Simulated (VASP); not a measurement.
# CdSe (Cadmoselite) (P6_3mc) in VASP: a series of runs, part 2 of 2

VASP 6.6.1. Earlier steps stand in the parts before.

## 3. Single point, BLYP

INCAR reads:

```
SYSTEM = CdSe
  PREC = Accurate
  ENCUT = 520
  EDIFF = 1E-6
  ISMEAR = 0
  SIGMA = 0.01
  LREAL = .False.
  LASPH = .True.
  NELM = 100
  ALGO = Normal
  ISIF = 2
  LWAVE = .False.
  LCHARG = .False.
  GGA = B5
  ALDAX = 1.0
  AGGAX = 1.0
  AGGAC = 1.0
  ALDAC = 0.0
  NBANDS = 26
```

KPOINTS reads:

```
regular mesh
0
Gamma
  6 6 4
  0 0 0
```

POSCAR reads:

```
CdSe
1.0
    4.3000000000      0.0000000000      0.0000000000
   -2.1500000000      3.7239092400      0.0000000000
    0.0000000000      0.0000000000      7.0200000000
Cd Se
2 2
Direct
    0.3333333333      0.6666666667      0.0000000000
    0.6666666667      0.3333333333      0.5000000000
    0.3333333333      0.6666666667      0.3850000000
    0.6666666667      0.3333333333      0.8850000000
```

Potentials or basis: VASP PAW PBE potentials, release 64 (Cd, Se).

Run with:

```sh
$ cat potpaw_PBE.64/Cd/POTCAR potpaw_PBE.64/Se/POTCAR > POTCAR
$ mpirun -np 1 vasp_std > vasp.out
```

OUTCAR:

```text
SYSTEM = CdSe
   PREC = Accurate
   ENCUT = 520
   EDIFF = 1E-6
   ISMEAR = 0
   LREAL = .False.
   LASPH = .True.
   NELM = 100
   ISIF = 2
   GGA = B5

 ion  position               nearest neighbor table
   1  0.333  0.667  0.000-   4 2.61   4 2.61   4 2.61   3 2.70
   2  0.667  0.333  0.500-   3 2.61   3 2.61   3 2.61   4 2.70
   3  0.333  0.667  0.385-   2 2.61   2 2.61   2 2.61   1 2.70
   4  0.667  0.333  0.885-   1 2.61   1 2.61   1 2.61   2 2.70

  LATTYP: Found a hexagonal cell.
 ALAT       =     4.3000000000
 C/A-ratio  =     1.6325581395

  Lattice vectors:

 A1 = (   4.3000000000,   0.0000000000,   0.0000000000)
 A2 = (  -2.1500000000,   3.7239092400,   0.0000000000)
 A3 = (   0.0000000000,   0.0000000000,   7.0200000000)

Analysis of symmetry for initial positions (statically):
=====================================================================
 Subroutine PRICEL returns:
 Original cell was already a primitive cell.

 Routine SETGRP: Setting up the symmetry group for a
 hexagonal supercell.

 Subroutine GETGRP returns: Found 12 space group operations
 (whereof  6 operations were pure point group operations)
 out of a pool of 24 trial point group operations.

[... 166 lines left out ...]

 val. band max:        1.3330045325   @ k =   0.0000   0.0000   0.0000
 cond. band min:       1.9914913977   @ k =   0.0000   0.0000   0.0000
 fundamental gap:      0.6584868652
 Fermi energy:         1.4266705846

 k-point     1 :       0.0000    0.0000    0.0000
  band No.  band energies     occupation
      1     -11.2813      2.00000
      2     -10.9241      2.00000
      3      -6.6597      2.00000
      4      -6.6597      2.00000
      5      -6.6042      2.00000
      6      -6.6042      2.00000
[... 598 lines left out ...]
     25      10.0692      0.00000
     26      10.0692      0.00000

------------------------ aborting loop because EDIFF is reached ----------------------------------------

  FORCE on cell =-STRESS in cart. coord.  units (eV):
  Direction    XX          YY          ZZ          XY          YZ          ZX
  --------------------------------------------------------------------------------------
  -------------------------------------------------------------------------------------
  Total        4.9986767      4.9986767      3.4350291      0.0000000      0.0000000      0.0000000
  in kB       71.2460804     71.2460806     48.9594297      0.0000000      0.0000000      0.0000000
  external PRESSURE =      63.8171969 kB  Pullay stress =       0.0000000 kB

 VOLUME and BASIS-vectors are now :
 -----------------------------------------------------------------------------
  energy-cutoff  :      520.00
  volume of cell :      112.41
      direct lattice vectors                 reciprocal lattice vectors
     4.300000000  0.000000000  0.000000000     0.232558140  0.134267504  0.000000000
    -2.150000000  3.723909240  0.000000000     0.000000000  0.268535009  0.000000000
     0.000000000  0.000000000  7.020000000     0.000000000  0.000000000  0.142450142

 POSITION                                       TOTAL-FORCE (eV/Angst)
 -----------------------------------------------------------------------------------
     -0.00000      2.48261      0.00000        -0.000000      0.000000      0.318106
      2.15000      1.24130      3.51000         0.000000     -0.000000      0.318106
     -0.00000      2.48261      2.70270        -0.000000      0.000000     -0.318106
      2.15000      1.24130      6.21270         0.000000     -0.000000     -0.318106
 -----------------------------------------------------------------------------------
    total drift:                               -0.000000     -0.000000     -0.000007

  FREE ENERGIE OF THE ION-ELECTRON SYSTEM (eV)
  ---------------------------------------------------
  free  energy   TOTEN  =        -8.8306144157 eV

  energy  without entropy=       -8.8306144157  energy(sigma->0) =       -8.83061442
```

OSZICAR:

```text
N       E                     dE             d eps       ncg     rms          rms(c)
DAV:   1     0.243977047155E+03    0.24398E+03   -0.17067E+04  1092   0.125E+03
DAV:   2     0.344428409719E+01   -0.24053E+03   -0.23294E+03  1186   0.307E+02
DAV:   3    -0.966157275759E+01   -0.13106E+02   -0.13028E+02  1322   0.714E+01
DAV:   4    -0.977902155024E+01   -0.11745E+00   -0.11732E+00  1190   0.636E+00
DAV:   5    -0.977976289778E+01   -0.74135E-03   -0.74132E-03  1252   0.503E-01    0.827E+00
DAV:   6    -0.886393537215E+01    0.91583E+00   -0.16537E+00  1320   0.128E+01    0.657E+00
DAV:   7    -0.883158567620E+01    0.32350E-01   -0.58545E-01  1156   0.384E+00    0.297E+00
DAV:   8    -0.883114260830E+01    0.44307E-03   -0.51204E-02  1130   0.232E+00    0.376E-01
DAV:   9    -0.883050383270E+01    0.63878E-03   -0.76420E-03  1176   0.103E+00    0.105E-01
DAV:  10    -0.883058617516E+01   -0.82342E-04   -0.68173E-04  1138   0.267E-01    0.722E-02
DAV:  11    -0.883063957027E+01   -0.53395E-04   -0.16844E-04  1178   0.943E-02    0.237E-02
DAV:  12    -0.883061376667E+01    0.25804E-04   -0.81118E-05  1156   0.880E-02    0.735E-03
DAV:  13    -0.883061485015E+01   -0.10835E-05   -0.14744E-05  1150   0.182E-02    0.820E-03
DAV:  14    -0.883061441569E+01    0.43446E-06   -0.10349E-06   620   0.694E-03
   1 F= -.88306144E+01 E0= -.88306144E+01  d E =-.619354E-42
```

Run time: 55 s. Hardware: 1 thread of Intel Xeon Platinum 8375C at 2.90GHz (Ice Lake), shared host; peak memory 0.25 GiB.

Results:

```yaml
Free_energy: -8.8306 eV
Pressure: 6.4 GPa
Largest_force: 0.318 eV/Å
Band_gap_on_the_k_mesh: 0.66 eV, direct
```

Forces on the atoms (eV/Å):
```
Cd   0.000  0.000  0.318
Cd   0.000  0.000  0.318
Se   0.000  0.000 -0.318
Se   0.000  0.000 -0.318
```

Levels at points of the mesh, in eV from the valence-band top:
| k point | band 15 | band 16 | band 17 | band 18 | band 19 | band 20 | band 21 | band 22 |
| --- | --- | --- | --- | --- | --- | --- | --- | --- |
| (0.00, 0.00, 0.00) | -0.71 | -0.01 | 0.00 | 0.00 | 0.66 | 2.09 | 5.88 | 5.88 |
| (0.50, 0.00, 0.00) | -2.54 | -1.84 | -1.22 | -0.83 | 3.20 | 3.32 | 4.87 | 6.13 |
| (0.00, 0.00, 0.50) | -0.37 | -0.37 | -0.37 | -0.37 | 2.30 | 2.30 | 5.87 | 5.87 |
| (0.50, 0.00, 0.50) | -1.37 | -1.37 | -1.28 | -1.28 | 3.00 | 3.00 | 4.82 | 4.82 |

Caveat: the PAW data sets were made with another functional, which shifts forces and pressure a little.

## 4. Single point, LDA

INCAR reads:

```
  PREC = Accurate
  ENCUT = 520
  EDIFF = 1E-7
  ISMEAR = 0
  SIGMA = 0.01
  LREAL = False
  LASPH = True
  NELM = 60
  ALGO = Normal
  ISIF = 2
  LWAVE = False
  LCHARG = True
  GGA = CA
  LELF = True
  LVHAR = True
  NBANDS = 26
```

KPOINTS reads:

```
Automatic mesh
0
Gamma
  6 6 4
```

POSCAR is that of step 3.

Potentials or basis: VASP PAW LDA potentials, release 64 (Cd, Se).

Run with:

```sh
$ cat potpaw_LDA.64/Cd/POTCAR potpaw_LDA.64/Se/POTCAR > POTCAR
$ mpirun -np 1 vasp_std > vasp.out
```

OUTCAR:

```text
PREC = Accurate
   ENCUT = 520
   EDIFF = 1E-7
   ISMEAR = 0
   LREAL = False
   LASPH = True
   NELM = 60
   ISIF = 2
   GGA = CA

 ion  position               nearest neighbor table
   1  0.333  0.667  0.000-   4 2.61   4 2.61   4 2.61   3 2.70
   2  0.667  0.333  0.500-   3 2.61   3 2.61   3 2.61   4 2.70
   3  0.333  0.667  0.385-   2 2.61   2 2.61   2 2.61   1 2.70
   4  0.667  0.333  0.885-   1 2.61   1 2.61   1 2.61   2 2.70

  LATTYP: Found a hexagonal cell.
 ALAT       =     4.3000000000
 C/A-ratio  =     1.6325581395

  Lattice vectors:

 A1 = (   4.3000000000,   0.0000000000,   0.0000000000)
 A2 = (  -2.1500000000,   3.7239092400,   0.0000000000)
 A3 = (   0.0000000000,   0.0000000000,   7.0200000000)

Analysis of symmetry for initial positions (statically):
=====================================================================
 Subroutine PRICEL returns:
 Original cell was already a primitive cell.

 Routine SETGRP: Setting up the symmetry group for a
 hexagonal supercell.

 Subroutine GETGRP returns: Found 12 space group operations
[... 167 lines left out ...]

 E-fermi :   0.8960     XC(G=0):  -9.2869

 val. band max:        0.8064836585   @ k =   0.0000   0.0000   0.0000
 cond. band min:       1.2654738126   @ k =   0.0000   0.0000   0.0000
 fundamental gap:      0.4589901541
 Fermi energy:         0.8960091698

 k-point     1 :       0.0000    0.0000    0.0000
  band No.  band energies     occupation
      1     -11.8386      2.00000
      2     -11.4655      2.00000
      3      -7.1474      2.00000
      4      -7.1474      2.00000
      5      -7.0919      2.00000
      6      -7.0919      2.00000
[... 598 lines left out ...]
     25       9.4042      0.00000
     26       9.4042      0.00000

------------------------ aborting loop because EDIFF is reached ----------------------------------------

  FORCE on cell =-STRESS in cart. coord.  units (eV):
  Direction    XX          YY          ZZ          XY          YZ          ZX
  --------------------------------------------------------------------------------------
  -------------------------------------------------------------------------------------
  Total       -0.5600108     -0.5600108     -1.7654898      0.0000000      0.0000000      0.0000000
  in kB       -7.9818271     -7.9818271    -25.1635052      0.0000000      0.0000000      0.0000000
  external PRESSURE =     -13.7090531 kB  Pullay stress =       0.0000000 kB

 VOLUME and BASIS-vectors are now :
 -----------------------------------------------------------------------------
  energy-cutoff  :      520.00
  volume of cell :      112.41
      direct lattice vectors                 reciprocal lattice vectors
     4.300000000  0.000000000  0.000000000     0.232558140  0.134267504  0.000000000
    -2.150000000  3.723909240  0.000000000     0.000000000  0.268535009  0.000000000
     0.000000000  0.000000000  7.020000000     0.000000000  0.000000000  0.142450142

 POSITION                                       TOTAL-FORCE (eV/Angst)
 -----------------------------------------------------------------------------------
     -0.00000      2.48261      0.00000        -0.000000     -0.000000      0.266523
      2.15000      1.24130      3.51000         0.000000      0.000000      0.266523
     -0.00000      2.48261      2.70270         0.000000     -0.000000     -0.266523
      2.15000      1.24130      6.21270        -0.000000      0.000000     -0.266523
 -----------------------------------------------------------------------------------
    total drift:                               -0.000000      0.000000      0.000204

  FREE ENERGIE OF THE ION-ELECTRON SYSTEM (eV)
  ---------------------------------------------------
  free  energy   TOTEN  =       -13.4816226647 eV

  energy  without entropy=      -13.4816226647  energy(sigma->0) =      -13.48162266
```

OSZICAR:

```text
N       E                     dE             d eps       ncg     rms          rms(c)
DAV:   1     0.240695159713E+03    0.24070E+03   -0.16953E+04  1092   0.125E+03
DAV:   2    -0.720866680189E+00   -0.24142E+03   -0.23338E+03  1176   0.309E+02
DAV:   3    -0.141092943263E+02   -0.13388E+02   -0.13307E+02  1316   0.727E+01
DAV:   4    -0.142319399978E+02   -0.12265E+00   -0.12251E+00  1206   0.642E+00
DAV:   5    -0.142326681468E+02   -0.72815E-03   -0.72812E-03  1264   0.484E-01    0.885E+00
DAV:   6    -0.135352691583E+02    0.69740E+00   -0.12044E+00  1396   0.113E+01    0.689E+00
DAV:   7    -0.134901063625E+02    0.45163E-01   -0.45418E-01  1158   0.352E+00    0.254E+00
DAV:   8    -0.134824303252E+02    0.76760E-02   -0.55402E-02  1130   0.234E+00    0.349E-01
DAV:   9    -0.134817074900E+02    0.72284E-03   -0.71638E-03  1190   0.991E-01    0.919E-02
DAV:  10    -0.134816091619E+02    0.98328E-04   -0.55250E-04  1174   0.272E-01    0.470E-02
DAV:  11    -0.134816282527E+02   -0.19091E-04   -0.10234E-04  1142   0.720E-02    0.169E-02
DAV:  12    -0.134816224655E+02    0.57871E-05   -0.32060E-05  1186   0.618E-02    0.760E-03
DAV:  13    -0.134816228959E+02   -0.43034E-06   -0.33271E-06  1148   0.116E-02    0.419E-03
DAV:  14    -0.134816226582E+02    0.23771E-06   -0.53603E-07  1106   0.542E-03    0.118E-03
DAV:  15    -0.134816226647E+02   -0.65106E-08   -0.72258E-08   578   0.155E-03
   1 F= -.13481623E+02 E0= -.13481623E+02  d E =-.121927E-38
```

Wall time 40 s (1 thread of Intel Xeon Platinum 8375C at 2.90GHz (Ice Lake), shared host); peak memory 0.22 GiB.

What came out:

* Free energy: -13.4816 eV
* Pressure: -1.4 GPa
* Largest force: 0.267 eV/Å
* Band gap on the k mesh: 0.46 eV, direct

Forces in eV/Å, atoms in the order of the input:
```
Cd   0.000  0.000  0.267
Cd   0.000  0.000  0.267
Se   0.000  0.000 -0.267
Se   0.000  0.000 -0.267
```

## 5. Overview

```csv
level,potentials or basis,gap on the mesh (eV),pressure (GPa),largest force (eV/Å)
PBEsol,"VASP PAW PBE potentials, release 64 (Cd, Se)",0.58,0.5,0.28
BLYP,"VASP PAW PBE potentials, release 64 (Cd, Se)",0.66,6.4,0.32
LDA,"VASP PAW LDA potentials, release 64 (Cd, Se)",0.46,-1.4,0.27
```

Alike in all rows: task single point; no spin polarisation; cell as given; k mesh 6 × 6 × 4; cutoff (eV) 520; smearing gaussian 0.01 eV.

Caveats: the PAW data sets were made with another functional, which shifts forces and pressure a little (some runs).

Absolute energies hang on the potentials; compare differences alone.

## 6. Against experiment

Step 2. Measured gap of CdSe: 1.841 eV (2 K; a printed reference work, data compilation). This calculation gives 0.58 eV (-1.26 eV). So large a miss can be the level of theory's own, or it may mean another phase, state or a wrong row. Spin-orbit coupling on Cd, Se is left out. The value is that of PBEsol, without temperature or zero-point motion. Semilocal functionals fall short of measured gaps as a rule.

Step 4. A measured gap of CdSe is 1.841 eV (2 K; a printed reference work, data compilation); the calculated 0.46 eV misses it by -1.38 eV. So large a miss can be the level of theory's own, or it may mean another phase, state or a wrong row. Spin-orbit coupling on Cd, Se is left out. The value is that of LDA, without temperature or zero-point motion. Semilocal functionals fall short of measured gaps as a rule.
